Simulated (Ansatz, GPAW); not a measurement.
Given: the input of a run of GPAW 26.7.0 (ASE script) on P. This isn't the form of P at room conditions, which is orthorhombic.

Contents of run.py:

```python
from ase.dft.bandgap import bandgap
from ase.io import read, write
from ase.units import GPa
from gpaw import GPAW, PW, setup_paths

setup_paths.insert(0, '.')

atoms = read('P.xyz')

calc = GPAW(mode=PW(600),
            xc='PBEsol',
            kpts={'size': (9, 9, 9), 'gamma': True},
            occupations={'name': 'methfessel-paxton', 'order': 0, 'width': 0.1},
            nbands=13,
            convergence={'density': 1e-05, 'energy': 1e-05},
            maxiter=150,
            txt='gpaw.txt')
atoms.calc = calc
energy = atoms.get_potential_energy()
forces = atoms.get_forces()
stress = atoms.get_stress()
calc.write('gs.gpw')
write('result.traj', atoms)
print(f'Energy: {energy:.6f} eV')
print('Forces (eV/A):')
print(forces.round(4))
print('Stress (GPa):', (stress / GPa).round(3))
print('Fermi level:', round(calc.get_fermi_level(), 4), 'eV')
print(f'Gap: {bandgap(calc)[0]:.4f} eV, direct: {bandgap(calc, direct=True)[0]:.4f} eV')
```

Contents of P.xyz:

```xyz
2
Lattice="1.7257251780 0.9963478961 3.1296800121 -1.7257251780 0.9963478961 3.1296800121 0.0000000000 -1.9926957921 3.1296800121" Properties=species:S:1:pos:R:3 pbc="T T T"
P      0.0000000000      0.0000000001      7.2569744776
P      0.0000000000      0.0000000000      2.1320655587
```

Potentials or basis: PAW data sets generated in the run's folder for this functional, pw.

Launch:

```sh
$ gpaw-setup -f PBEsol P
$ OMP_NUM_THREADS=1 python run.py
```

Question: Translate it to Ansatz 0.2.0. Potentials or basis there: Ansatz PAW, cutoff 420 eV.

Answer: As run (cutoffs and basis follow the program's own potentials, and thresholds, step limits or extra output files can differ):

The input input.yaml:

```yaml
crystal:
  lattice:
    - [1.725725178, 0.9963478961, 3.1296800121]
    - [-1.725725178, 0.9963478961, 3.1296800121]
    - [0.0, -1.9926957921, 3.1296800121]
  atoms:
    - { symbol: P, position: [0.77291975, 0.77291975, 0.77291975] }
    - { symbol: P, position: [0.22708025, 0.22708025, 0.22708025] }
hamiltonian:
  xc: pbesol
  pseudopotentials: { kind: paw }
kpoints:
  mp_grid: { grid: [9, 9, 9] }
scf:
  occupations: { method: gaussian, width: 0.1 }
output:
  forces: true
  stress: true
  eigenvalues: true
```

Potentials or basis: Ansatz PAW.

Run with:

```bash
$ ansatz run input.yaml --threads 1 --pin off --max-ram 3584MiB --backend cpu --events-out ev --progress --plain --runs-dir out
```

Both were run:

|  | GPAW | Ansatz |
| --- | --- | --- |
| Pressure | -1.5 GPa | -1.8 GPa |
| Largest force | 0.292 eV/Å | 0.265 eV/Å |

Ansatz's pressure holds a Pulay term of +0.04 GPa for its cutoff of 420 eV, which the other run lacks.

Ansatz's potentials were made for PBE.

Where Ansatz's input types no cutoff or centring, it takes its own default and a Γ-centred mesh.

Pressure is positive in compression.
